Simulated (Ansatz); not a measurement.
# BN (Fmm2) in Ansatz: relaxation of cell and atoms with PBE0

Aim: the relaxation of cell and atoms of BN with PBE0.

Everything below comes from runs of Ansatz 0.2.0. Logs are shortened: lines on timing, memory, paths and dates and some standing lists are left out, and cuts for length are marked.

## (1) The structure

Symmetry: Fmm2, No. 42, orthorhombic system. The conventional cell has a = 2.503 Å, b = 6.991 Å, c = 4.332 Å, α = 90.00°, β = 90.00°, γ = 90.00°. Around N (site symmetry mm2) lie 3 B at 1.44 Å. B (site symmetry mm2) is surrounded by 3 N at 1.44 Å.

Measurements of this composition are mostly on another form, of space group No. 194.

## (2) Relaxation of cell and atoms, PBE0

input.yaml

```yaml
crystal:
  lattice:
    - [0.0, 3.49531583, 2.16609124]
    - [1.2516321, 0.0, 2.16609124]
    - [1.2516321, 3.49531583, 0.0]
  atoms:
    - { symbol: "N", position: [0.66665134, 0.66665134, 0.33334866] }
    - { symbol: B, position: [4.865e-05, 4.865e-05, 0.99995135] }
hamiltonian:
  xc: pbe0
  pseudopotentials: { kind: paw }
kpoints:
  mp_grid: { grid: [7, 7, 7] }
scf:
  occupations: { method: fermi_dirac, width: 0.05 }
output:
  forces: true
  stress: true
  eigenvalues: true
relax:
  f_tol: 0.01
  max_steps: 40
  cell: { stress_tol: 0.05 }
```

Potentials or basis: Ansatz PAW.

On the command line:

```sh
> ansatz run input.yaml --threads 2 --pin off --max-ram 5632MiB --backend cpu --events-out ev --progress --plain --runs-dir out
```

The log of the run:

```text
Warning: RAYON_NUM_THREADS=2 ignored (pool sized by the plan → 2); use --threads N
Engine: ansatz 0.2.0, aarch64-unknown-linux-gnu
Pseudopotentials: kind: paw
Pseudopotential: N, paw, valence charge 5, recommended cutoff 420 eV (normal), N.paw.azcp
Pseudopotential: B, paw, valence charge 3, recommended cutoff 420 eV (normal), B.paw.azcp
Functional definition: PBE0
  parameter a = 0.25
  parameter kappa = 0.804
  parameter beta = 0.06672455060314922
  exchange = (1 - a)*pbe_x(kappa = kappa, mu = beta*pi^2/3) + a*exact_x
  correlation = pbe_c(beta = beta)
Crystal: 2 atoms, lattice volume = 18.953 Å³
Basis set: ecut = 420 eV, 365 PW (Γ), exchange–correlation on 60×36×50 points (8 copies of the dense FFT grid, shifted against one another)
Bands: 8, of which v1, the nominal top of the filled ones, is band 4 counted from 1 (3 counted from 0)
Symmetry: 4 space group operations
Space group: Fmm2 (ITA 42), of the structure as read, at distance tolerance 2.7e-5 Å
k-points: 64 of 343 (time reversal used)
Non-local potential: N, projectors of the file, l = 0: 2, l = 1: 2, l = 2: 1
Non-local potential: B, projectors of the file, l = 0: 2, l = 1: 2, l = 2: 1
PAW form: soft (Blöchl's): semilocal exchange-correlation on the pseudo side does not see the compensation charge
PAW frozen core: N, regenerated for the run's functional, and the local potential with it (the file was generated under x = pbe(κ = 0.804, μ = 0.2195149727645171), c = pbe(β = 0.06672455060314922))
PAW frozen core: B, regenerated for the run's functional, and the local potential with it (the file was generated under x = pbe(κ = 0.804, μ = 0.2195149727645171), c = pbe(β = 0.06672455060314922))
PAW one-centre angular grid: N, 110 points (default); XC on 64 Gauss nodes
PAW one-centre angular grid: B, 110 points (default); XC on 64 Gauss nodes
Initial density: superposition of atomic densities (neutral atoms: chi_scale 0, normalization atom), corrected by the library's trained network
Initial wavefunctions: pseudopotential atomic-orbital guess
Functional: x = pbe(κ = 0.804, μ = 0.2195149727645171), c = pbe(β = 0.06672455060314922), warm-up for x = 0.75 pbe(κ = 0.804, μ = 0.2195149727645171) + 0.25 exact, c = pbe(β = 0.06672455060314922)
SCF iter   1: F=—  HF=-542.411648 eV  |F-HF|=—  |Δ(HF+E_count)|=         —  Δρ=1.96e-3  dr2=2.92e-4  ethr=1.77e-3  ⟨swp⟩=7.6  Hψ=2557  notcnv=0
preconditioner: auto → none  [insulator: Δε(μ)=4.162 eV  Ē_g=18.476 eV  σ=0.050 eV  W_gap=1.00  n_scr=2 (ndim 8)  ℏωp=24.1 eV  f_vac=0.044  D(μ)=0.00/eV (n_scr^D=0)]
SCF iter   2: F=—  HF=-542.412216 eV  |F-HF|=—  |Δ(HF+E_count)|=   5.69e-4  Δρ=8.56e-4  dr2=3.62e-5  ethr=3.65e-6  ⟨swp⟩=3.2  Hψ=1182  notcnv=0  defer=1
SCF iter   3: F=—  HF=-542.412363 eV  |F-HF|=—  |Δ(HF+E_count)|=   1.46e-4  Δρ=4.49e-4  dr2=6.49e-6  ethr=4.52e-7  ⟨swp⟩=3.0  Hψ=917  notcnv=0  defer=1
SCF iter   4: F=—  HF=-542.412421 eV  |F-HF|=—  |Δ(HF+E_count)|=   5.88e-5  Δρ=1.91e-4  dr2=1.23e-6  ethr=8.11e-8  ⟨swp⟩=3.0  Hψ=904  notcnv=0  defer=1
iter 5 solved again at ethr=7.09e-10 eV; its pass at ethr=1.53e-8 eV (dr2=5.67e-8 eV) is discarded
SCF iter   5: F=—  HF=-542.412434 eV  |F-HF|=—  |Δ(HF+E_count)|=   1.21e-5  Δρ=4.06e-5  dr2=5.65e-8  ethr=7.09e-10  ⟨swp⟩=2.0  Hψ=1757  notcnv=0  defer=1
SCF iter   6: F=—  HF=-542.412434 eV  |F-HF|=—  |Δ(HF+E_count)|=   5.79e-7  Δρ=4.37e-6  dr2=5.99e-10  ethr=7.06e-10  ⟨swp⟩=3.0  Hψ=1013  notcnv=0  defer=1
SCF iter   7: F=-542.412434 eV  HF=-542.412434 eV  |F-HF|=2.00e-11  |Δ(HF+E_count)|=   6.73e-9  Δρ=3.09e-7  dr2=5.64e-12  ethr=7.49e-12  ⟨swp⟩=3.0  Hψ=1026  notcnv=0  defer=1
SCF 1 converged in 7 iterations: F = -542.412434 eV  dr2 = 5.64e-12
Initial density: handed on by an earlier stage of this run
Initial wavefunctions: those handed on with the density
[... 585 lines left out ...]
hybrid outer 2: dexx = +4.470e-11 eV, tail = 1.80e-11 eV, Δε = 2.95e-5 eV (about 2.04e-6 eV left of the loop's levels), ΔF = 1.84e-6 eV/Å (tail 2.40e-6)
relax step  20: F+E_penalty+E_count = -542.64737393 eV  Δ(F+E_penalty+E_count) = -4.778e-4 eV  max|allowed force component| = 1.669e-4 eV/Å  Δτ_max = 0.0000 Å  P = +0.012 GPa  Ω = 21.780 Å³  stress off target by 4.40e-2 GPa  SCF on the basis re-selected at this cell (its energy is not comparable with the rows above)  (8 SCF iters)
basis re-selected at this cell: Δ(F+E_penalty+E_count) = -4.778e-4 eV, ΔP = +0.010 GPa vs the last step (what re-selecting the basis moved, of the pressure what is left beyond the Pulay correction that the steps carried, after the strain that the cell walked since its last selection, with what the two solves' SCF thresholds leave and, on support functions, any second-order correction that the steps lacked; it is no measure of the basis error at this ecutwfc). This SCF's stress stands 4.40e-2 GPa from its target on what of the cell is left free (relax.cell.stress_tol is 5.00e-2 GPa) and its largest allowed force component is 1.67e-4 eV/Å (relax.f_tol is 1.00e-2 eV/Å): within both
hybrid SCF converged: 2 outer / 8 inner (+0 warm-up), last move |dexx| = 4.47e-11 eV, tail = 1.80e-11 eV
Stability not checked: this state was not tested for a lower state beside it, because the functional holds exact exchange (a hybrid, or Hartree-Fock), whose exchange loop this test does not read (fock_operator; see scf.lower_state_search)
Free energy (F): -542.647374 eV
Frozen-core exchange: fock
Harris-Foulkes:  -542.647374 eV  (|F-HF|=2.39e-12)
Internal energy: -542.647374 eV  (E = F + TS)
E sigma→0 (E₀):  -542.647374 eV
Fermi energy:    4.804708 eV
--- Per-component energies (eV) ---
  E_band       = -49.549445
  E_kinetic    = 183.848023
  E_local      = -460.271723  (includes V_loc(G=0)·N_el)
  E_nonlocal   = 56.976050
  E_hartree    = 161.577466
  E_xc         = -71.493673
  E_vxc        = -88.634488  (∫ρ·V_xc dr)
  E_exx        = -22.737093  (= α·E_x^exact, valence–valence)
  E_paw        = -205.116455  (= ΣΔE_a)
  E_vpaw       = -19.148142  (= ΣTr[D̂ρ^β])
  E_aug_tail   = 0.000097  (compensation charges beyond the density's cutoff)
  E_ewald      = -185.395851
  E_core_change = -0.034215  (= ΣΔE_core)
  E_smearing   = -0.000000  (= −TS)
  E_closure    = 0.000000  (closes the sum)
  Σ components = -542.647374   (vs F -542.647374, Δ=0.00e0)
--- Forces (eV/Å), atoms counted from 1 ---
  atom   1  N      0.00000000     0.00000000    -0.00016674
  atom   2  B     -0.00000000    -0.00000000     0.00016713
  max |Σ_I F_I| component: 3.94e-7 eV/Å
--- Stress (GPa, compression-positive) ---
       -0.005118       0.000000      -0.000000
        0.000000       0.044038      -0.000000
       -0.000000      -0.000000      -0.003313
  P = ⅓ Tr σ = 0.0119 GPa (0.119 kbar)
--- Band table (eV; the first three rows and the last of 64) ---
  k-point 0: bands = ["-17.8454", "-3.6793", "0.1555", "0.1557", "8.0279", "15.9748", "15.9943", "17.4161"]
  k-point 1: bands = ["-17.4159", "-3.1513", "-1.4967", "-0.5920", "8.8475", "15.6745", "16.1116", "17.7664"]
  k-point 2: bands = ["-16.2146", "-4.8307", "-1.9323", "-1.6350", "10.8612", "12.9849", "15.2289", "21.7809"]
  k-point 63: bands = ["-14.2544", "-7.9015", "-4.0504", "1.2181", "9.1894", "14.9823", "16.3346", "17.8888"]
--- Relaxed structure (14 steps of the walk, 14 accepted, 6 SCFs on fresh bases) ---
  F+E_penalty+E_count = -542.64737393 eV   max|allowed force component| = 1.669e-4 eV/Å   (the final SCF, on the basis selected at the relaxed cell)
  cell:  # Å, volume = 21.7803 Å³
    - [-2.952232622232498e-17, 4.039144418876511, 2.1607889404158844]
    - [1.247761021726255, -1.0810170346011591e-17, 2.1607889404158844]
    - [1.247761021726255, 4.039144418876511, 3.8496456357832446e-19]
  atoms:
    - { symbol: N, position: [0.6666708459664158, 0.6666708459664156, 0.3333291540335843] }
    - { symbol: B, position: [2.914403358461596e-5, 2.9144033584393917e-5, 0.9999708559664156] }
```

Wall time 4.9 min (2 threads of Arm Neoverse V2, shared host); peak memory 1 GiB.

Results:

```yaml
Free_energy: -542.6474 eV
Relaxed_volume: 10.89 Å³/atom
Relaxed_cell: a = 4.581 Å, b = 2.495 Å, c = 4.227 Å, α = 81.51°, β = 32.60°, γ = 65.89°
Space_group_after_relaxing_to_0.05_Å: Fmm2 (No. 42)
Energy_gained_by_relaxing: 4.8 meV/atom
Ionic_steps: 20
Pressure_after_relaxing: 0.0 GPa
Band_gap_on_the_k_mesh: 6.56 eV, indirect (least direct gap 7.42 eV)
```

Step by step:
```csv
step,energy change (eV),largest force (eV/Å),volume (Å³)
1,0.0000,0.0100,18.95
2,-0.0023,0.0038,19.29
3,-0.0022,0.0022,19.69
4,-0.0021,0.0013,19.72
5,-0.0062,0.0013,19.72
6,-0.0061,0.0028,20.09
7,-0.0050,0.0038,20.49
8,-0.0084,0.0037,20.49
9,-0.0077,0.0023,20.85
10,-0.0072,0.0009,21.01
11,-0.0091,0.0009,21.01
12,-0.0086,0.0001,21.24
13,-0.0082,0.0004,21.37
14,-0.0095,0.0004,21.37
15,-0.0090,0.0005,21.57
16,-0.0088,0.0003,21.61
17,-0.0096,0.0003,21.61
18,-0.0093,0.0000,21.72
19,-0.0092,0.0002,21.78
20,-0.0096,0.0002,21.78
```

Final structure:
```xyz
2
Lattice="0.0000 4.0391 2.1608 1.2478 0.0000 2.1608 1.2478 4.0391 0.0000" Properties=species:S:1:pos:R:3 pbc="T T T"
N     1.2478    4.0391    2.8811
B     1.2478    4.0391    0.0001
```

Caveat: the k mesh is coarse (spacing up to 0.43 Å⁻¹), so the values aren't converged, least of all with exact exchange; odd divisions of the mesh miss points on the zone boundary, where band edges often lie, so the gap on the mesh can be too wide; the plane-wave basis is chosen anew once the cell has moved, so the energies of steps on either side of that aren't comparable; the pressure holds a Pulay correction of +0.4 GPa for the finite cutoff; the PAW data sets come from PBE, with cores solved anew for the run's functional, which leaves a small shift of forces and pressure. A k mesh can miss the band edges.
